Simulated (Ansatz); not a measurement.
# InH: from a guess to a relaxed structure, part 2 of 2

Where does this trial cell of InH go when cell and atoms are let free?

Ansatz 0.2.0; DFT PBE, scalar-relativistic, plane waves, PAW.

## 4. Full relaxation

The end of the coarse run is made exact in the group found at a tolerance of 0.06 Å and reduced to its primitive cell.

Input file input.yaml:

```yaml
crystal:
  lattice:
    - [0.0, 2.5085040408, 2.5085040408]
    - [2.5085040408, 0.0, 2.5085040408]
    - [2.5085040408, 2.5085040408, 0.0]
  atoms:
    - { symbol: In, position: [0.0, 0.0, 0.0] }
    - { symbol: H, position: [0.5, 0.5, 0.5] }
basis:
  ecutwfc: 420
kpoints:
  mp_grid: { grid: [20, 20, 20] }
hamiltonian:
  xc: pbe
scf:
  occupations: { method: gaussian, width: 0.1 }
output:
  forces: true
  stress: true
  eigenvalues: true
relax:
  adjacent_minimum: "off"
  f_tol: 0.01
  max_steps: 80
  cell: { stress_tol: 0.05 }
```

On the command line:

```
ansatz run input.yaml --threads 1 --pin off --max-ram 2560MiB --backend cpu --events-out ev --progress --plain --runs-dir out
```

Standard output:

```text
Warning: RAYON_NUM_THREADS=1 ignored (pool sized by the plan → 1); use --threads N
Engine: ansatz 0.2.0, aarch64-unknown-linux-gnu
Pseudopotentials: kind: paw
Pseudopotential: In, paw, valence charge 13, recommended cutoff 420 eV (normal), In.paw.azcp
Pseudopotential: H, paw, valence charge 1, recommended cutoff 420 eV (normal), H.paw.azcp
Functional definition: PBE
  parameter kappa = 0.804
  parameter beta = 0.06672455060314922
  exchange = pbe_x(kappa = kappa, mu = beta*pi^2/3)
  correlation = pbe_c(beta = beta)
Crystal: 2 atoms, lattice volume = 31.570 Å³
Basis set: ecut = 420 eV, 609 PW (Γ), exchange–correlation on 48×48×48 points (8 copies of the dense FFT grid, shifted against one another)
Bands: 11, of which v1, the nominal top of the filled ones, is band 7 counted from 1 (6 counted from 0)
Symmetry: 48 space group operations
Space group: Fm-3m (ITA 225), of the structure as read, at distance tolerance 3.2e-5 Å
k-points: 256 of 8000
Non-local potential: In, projectors of the file, l = 0: 2, l = 1: 2, l = 2: 2, l = 3: 2
Non-local potential: H, projectors of the file, l = 0: 2, l = 1: 1
PAW form: soft (Blöchl's): semilocal exchange-correlation on the pseudo side does not see the compensation charge
PAW one-centre angular grid: In, 590 points (default); XC on 64 Gauss nodes
PAW one-centre angular grid: H, 110 points (default); XC on 64 Gauss nodes
Initial density: superposition of atomic densities (neutral atoms: chi_scale 0, normalization atom), corrected by the library's trained network
Initial wavefunctions: pseudopotential atomic-orbital guess
Functional: x = pbe(κ = 0.804, μ = 0.2195149727645171), c = pbe(β = 0.06672455060314922)
SCF iter   1: F=—  HF=-5612.743601 eV  |F-HF|=—  |Δ(HF+E_count)|=         —  Δρ=4.42e-3  dr2=6.70e-3  ethr=1.77e-3  ⟨swp⟩=4.9  Hψ=16425  notcnv=0
preconditioner: auto → none  [metal: Δε(μ)=0.035 eV  Ē_g=17.249 eV  σ=0.100 eV  W_gap=0.19  n_scr=8 (ndim 8)  ℏωp=24.7 eV  f_vac=0.000  D(μ)=0.46/eV (n_scr^D=0)  sad-step TF]
SCF iter   2: F=—  HF=-5612.741633 eV  |F-HF|=—  |Δ(HF+E_count)|=   1.97e-3  Δρ=2.19e-3  dr2=1.89e-3  ethr=4.78e-5  ⟨swp⟩=1.0  Hψ=4870  notcnv=0
SCF iter   3: F=—  HF=-5612.741159 eV  |F-HF|=—  |Δ(HF+E_count)|=   4.73e-4  Δρ=5.61e-4  dr2=6.06e-5  ethr=1.35e-5  ⟨swp⟩=2.1  Hψ=3214  notcnv=0
SCF iter   4: F=—  HF=-5612.741140 eV  |F-HF|=—  |Δ(HF+E_count)|=   1.98e-5  Δρ=1.50e-4  dr2=4.05e-6  ethr=4.33e-7  ⟨swp⟩=2.0  Hψ=4487  notcnv=0
SCF iter   5: F=—  HF=-5612.741141 eV  |F-HF|=—  |Δ(HF+E_count)|=   1.55e-6  Δρ=4.20e-5  dr2=3.56e-7  ethr=2.89e-8  ⟨swp⟩=1.2  Hψ=2842  notcnv=0
SCF iter   6: F=-5612.741141 eV  HF=-5612.741141 eV  |F-HF|=2.97e-8  |Δ(HF+E_count)|=   9.68e-8  Δρ=1.28e-5  dr2=2.66e-8  ethr=7.14e-10  ⟨swp⟩=5.8  Hψ=12689  notcnv=0
SCF 1 converged in 6 iterations: F = -5612.741141 eV  dr2 = 2.66e-8
relax step   1: F+E_penalty+E_count = -5612.74114102 eV  Δ(F+E_penalty+E_count) = +0.000e0 eV  max|allowed force component| = 5.506e-31 eV/Å  Δτ_max = 0.0000 Å  P = +0.238 GPa  Ω = 31.570 Å³  (6 SCF iters, dr2 threshold 1.00e-7 eV, accepted)
Crystal: 2 atoms, lattice volume = 31.862 Å³
Initial density: handed on by an earlier stage of this run
Initial wavefunctions: those handed on with the density
iter 1 solved again at ethr=2.36e-7 eV; its pass at ethr=3.10e-3 eV (dr2=3.30e-5 eV) is discarded
SCF iter   1: F=—  HF=-5612.741141 eV  |F-HF|=—  |Δ(HF+E_count)|=         —  Δρ=2.87e-4  dr2=3.93e-5  ethr=2.36e-7  ⟨swp⟩=3.0  Hψ=21199  notcnv=0
preconditioner: auto → none  [metal: Δε(μ)=0.006 eV  Ē_g=17.205 eV  σ=0.100 eV  W_gap=0.03  n_scr=8 (ndim 8)  ℏωp=24.6 eV  f_vac=0.000  D(μ)=0.47/eV (n_scr^D=0)]
SCF iter   2: F=—  HF=-5612.741126 eV  |F-HF|=—  |Δ(HF+E_count)|=   1.47e-5  Δρ=9.89e-5  dr2=1.34e-6  ethr=2.36e-7  ⟨swp⟩=2.8  Hψ=4549  notcnv=0
SCF iter   3: F=—  HF=-5612.741126 eV  |F-HF|=—  |Δ(HF+E_count)|=   2.68e-8  Δρ=3.76e-5  dr2=2.28e-7  ethr=1.01e-9  ⟨swp⟩=5.3  Hψ=13516  notcnv=0
SCF iter   4: F=-5612.741126 eV  HF=-5612.741126 eV  |F-HF|=1.90e-8  |Δ(HF+E_count)|=   4.98e-8  Δρ=2.24e-5  dr2=7.18e-8  ethr=1.01e-9  ⟨swp⟩=4.0  Hψ=7895  notcnv=0
SCF 2 converged in 4 iterations: F = -5612.741126 eV  dr2 = 7.18e-8
relax step   2: F+E_penalty+E_count = -5612.74112634 eV  Δ(F+E_penalty+E_count) = +1.468e-5 eV  max|allowed force component| = 1.972e-31 eV/Å  Δτ_max = 0.0000 Å  P = -0.084 GPa  Ω = 31.862 Å³  energy of the carried Pulay correction = -1.523e-4 eV  (4 SCF iters, dr2 threshold 1.41e-7 eV, accepted)
Crystal: 2 atoms, lattice volume = 31.785 Å³
iter 1 solved again at ethr=1.34e-8 eV; its pass at ethr=3.10e-3 eV (dr2=1.87e-6 eV) is discarded
SCF iter   1: F=—  HF=-5612.741187 eV  |F-HF|=—  |Δ(HF+E_count)|=         —  Δρ=7.46e-5  dr2=2.58e-6  ethr=1.34e-8  ⟨swp⟩=3.0  Hψ=21009  notcnv=0
preconditioner: auto → none  [metal: Δε(μ)=0.009 eV  Ē_g=17.209 eV  σ=0.100 eV  W_gap=0.05  n_scr=8 (ndim 8)  ℏωp=24.6 eV  f_vac=0.000  D(μ)=0.47/eV (n_scr^D=0)]
SCF iter   2: F=—  HF=-5612.741186 eV  |F-HF|=—  |Δ(HF+E_count)|=   1.10e-6  Δρ=1.82e-5  dr2=4.63e-8  ethr=1.34e-8  ⟨swp⟩=2.0  Hψ=4480  notcnv=0
SCF iter   3: F=-5612.741186 eV  HF=-5612.741186 eV  |F-HF|=9.73e-10  |Δ(HF+E_count)|=   5.46e-9  Δρ=6.70e-6  dr2=6.96e-9  ethr=1.25e-10  ⟨swp⟩=5.0  Hψ=12420  notcnv=0
SCF 3 converged in 3 iterations: F = -5612.741186 eV  dr2 = 6.96e-9
relax step   3: F+E_penalty+E_count = -5612.74118640 eV  Δ(F+E_penalty+E_count) = -6.006e-5 eV  max|allowed force component| = 2.432e-30 eV/Å  Δτ_max = 0.0000 Å  P = -0.001 GPa  Ω = 31.785 Å³  energy of the carried Pulay correction = -1.125e-4 eV  (3 SCF iters, dr2 threshold 1.75e-8 eV, accepted)
Initial wavefunctions: pseudopotential atomic-orbital guess (no wavefunctions were taken with the density)
iter 1 solved again at ethr=5.44e-8 eV; its pass at ethr=3.10e-3 eV (dr2=7.61e-6 eV) is discarded
SCF iter   1: F=—  HF=-5612.741298 eV  |F-HF|=—  |Δ(HF+E_count)|=         —  Δρ=1.44e-5  dr2=1.09e-8  ethr=5.44e-8  ⟨swp⟩=3.5  Hψ=23910  notcnv=0
preconditioner: auto → none  [metal: Δε(μ)=0.008 eV  Ē_g=17.211 eV  σ=0.100 eV  W_gap=0.05  n_scr=8 (ndim 8)  ℏωp=24.6 eV  f_vac=0.000  D(μ)=0.47/eV (n_scr^D=0)]
SCF iter   2: F=—  HF=-5612.741298 eV  |F-HF|=—  |Δ(HF+E_count)|=   7.18e-7  Δρ=7.48e-6  dr2=3.31e-9  ethr=7.78e-11  ⟨swp⟩=2.0  Hψ=4603  notcnv=0
SCF iter   3: F=—  HF=-5612.741298 eV  |F-HF|=—  |Δ(HF+E_count)|=   1.13e-8  Δρ=1.91e-6  dr2=3.49e-10  ethr=2.36e-11  ⟨swp⟩=2.6  Hψ=4040  notcnv=0
SCF iter   4: F=-5612.741298 eV  HF=-5612.741298 eV  |F-HF|=9.09e-13  |Δ(HF+E_count)|=  6.38e-10  Δρ=1.03e-7  dr2=2.55e-12  ethr=1.00e-12  ⟨swp⟩=4.8  Hψ=15274  notcnv=0
SCF 4 converged in 4 iterations: F = -5612.741298 eV  dr2 = 2.55e-12
relax step   4: F+E_penalty+E_count = -5612.74129840 eV  Δ(F+E_penalty+E_count) = -1.120e-4 eV  max|allowed force component| = 2.005e-30 eV/Å  Δτ_max = 0.0000 Å  P = +0.000 GPa  Ω = 31.785 Å³  stress off target by 1.96e-4 GPa  SCF on the basis re-selected at this cell (its energy is not comparable with the rows above)  (4 SCF iters)
basis re-selected at this cell: Δ(F+E_penalty+E_count) = -1.120e-4 eV, ΔP = +0.001 GPa vs the last step (what re-selecting the basis moved, of the pressure what is left beyond the Pulay correction that the steps carried, after the strain that the cell walked since its last selection, with what the two solves' SCF thresholds leave and, on support functions, any second-order correction that the steps lacked; it is no measure of the basis error at this ecutwfc). This SCF's stress stands 1.96e-4 GPa from its target on what of the cell is left free (relax.cell.stress_tol is 5.00e-2 GPa) and its largest allowed force component is 2.01e-30 eV/Å (relax.f_tol is 1.00e-2 eV/Å): within both
SCF converged after 4 iterations
Free energy (F): -5612.741298 eV
Harris-Foulkes:  -5612.741298 eV  (|F-HF|=9.09e-13)
Internal energy: -5612.738950 eV  (E = F + TS)
E sigma→0 (E₀):  -5612.740124 eV
Entropy (-TS):   -0.002349 eV (-1.174 meV/atom)
Fermi energy:    8.406862 eV
--- Per-component energies (eV) ---
  E_band       = -42.527166
  E_kinetic    = 252.646067
  E_local      = -1146.418639  (includes V_loc(G=0)·N_el)
  E_nonlocal   = 367.487898
  E_hartree    = 446.352713
  E_xc         = -224.434046
  E_vxc        = -110.791559  (∫ρ·V_xc dr)
  E_paw        = -4151.795540  (= ΣΔE_a)
  E_vpaw       = -298.155438  (= ΣTr[D̂ρ^β])
  E_aug_tail   = -0.000964  (compensation charges beyond the density's cutoff)
  E_ewald      = -1156.576439
  E_smearing   = -0.002349  (= −TS)
  E_closure    = -0.000000  (closes the sum)
  Σ components = -5612.741298   (vs F -5612.741298, Δ=0.00e0)
--- Forces (eV/Å), atoms counted from 1 ---
  atom   1  In    -0.00000000     0.00000000    -0.00000000
  atom   2  H      0.00000000    -0.00000000    -0.00000000
  max |Σ_I F_I| component: 1.97e-30 eV/Å
--- Stress (GPa, compression-positive) ---
        0.000196       0.000000       0.000000
        0.000000       0.000196       0.000000
        0.000000       0.000000       0.000196
  P = ⅓ Tr σ = 0.0002 GPa (0.002 kbar)
--- Band table (eV; the first three rows and the last of 256) ---
  k-point 0: bands = ["-6.0788", "-6.0788", "-6.0788", "-5.9729", "-5.9729", "-1.3142", "11.9015", "16.5419", "16.5419", "16.5419", "19.3632"]
  k-point 1: bands = ["-6.0789", "-6.0761", "-6.0761", "-5.9734", "-5.9734", "-1.2681", "11.7490", "16.2930", "16.4842", "16.4842", "19.0621"]
  k-point 2: bands = ["-6.0795", "-6.0689", "-6.0689", "-5.9740", "-5.9740", "-1.1296", "11.2991", "15.6714", "16.3327", "16.3327", "18.9591"]
  k-point 255: bands = ["-6.1271", "-6.0384", "-6.0384", "-5.9451", "-5.8587", "4.9578", "6.0351", "8.0420", "8.0420", "15.8870", "20.8085"]
--- Relaxed structure (3 steps of the walk, 3 accepted, 1 SCFs on fresh bases) ---
  F+E_penalty+E_count = -5612.74129840 eV   max|allowed force component| = 2.005e-30 eV/Å   (the final SCF, on the basis selected at the relaxed cell)
  cell:  # Å, volume = 31.7855 Å³
    - [-2.7515008977636183e-33, 2.5141987138597446, 2.5141987138597446]
    - [2.5141987138597446, -1.7579033513489784e-33, 2.5141987138597446]
    - [2.5141987138597446, 2.5141987138597446, 0.0]
  atoms:
    - { symbol: In, position: [-5.998127746956435e-37, 7.4976596836980724e-37, 1.249609947283588e-36] }
    - { symbol: H, position: [0.49999999999999994, 0.49999999999999994, 0.49999999999999994] }
```

It took 21 s on 1 thread of Arm Neoverse V1, shared host; peak memory 0.38 GiB.

The steps of the relaxation:

```csv
step,energy from step 1 (eV/cell),largest force component (eV/Å),pressure (GPa),volume (Å³)
1,0.0000,0.0000,0.24,31.57
2,0.0000,0.0000,-0.08,31.86
3,0.0000,0.0000,0.00,31.79
4,-0.0002,0.0000,0.00,31.79
```

Step 1 is the start. Step 4 repeats the geometry before it on a plane-wave basis chosen anew for that cell, so its energy need not be comparable with the rows above.

Lengths and angles in the start's conventional setting:

|  | before | after | change |
| --- | --- | --- | --- |
| a (Å) | 5.017 | 5.028 | +0.2 % |
| b (Å) | 5.017 | 5.028 | +0.2 % |
| c (Å) | 5.017 | 5.028 | +0.2 % |
| volume (Å³/atom) | 15.78 | 15.89 | +0.7 % |
| shortest distance (Å) | 2.509 | 2.514 | +0.2 % |
| space group (0.01 Å) | Fm-3m | Fm-3m | same |

Forces and stress were held to the start's 48 operations: a distortion of lower symmetry was not tested.

## 5. What came out

This closing draws on all 2 parts. Changes of volume or cell count from the first structure of part 1.

| quantity | value |
| --- | --- |
| symmetry at the end (tolerance 0.05 Å) | space group Fm-3m (No. 225) |
| conventional cell | a = 5.028 Å, b = 5.028 Å, c = 5.028 Å, α = 90.00°, β = 90.00°, γ = 90.00° |
| volume | 15.89 Å³/atom |
| energy over the elements (uncorrected; H, N, O, F and Cl as molecules) | +0.49 eV/atom |
| gap on the mesh | none (metal) |

The space group Fm-3m (No. 225) is kept, and the volume per atom shrinks by 19.8 % from the first guess. The formation energy is positive, so the separate elements lie lower. No finished test with a distortion of lower symmetry is shown, so the end may be a saddle point.
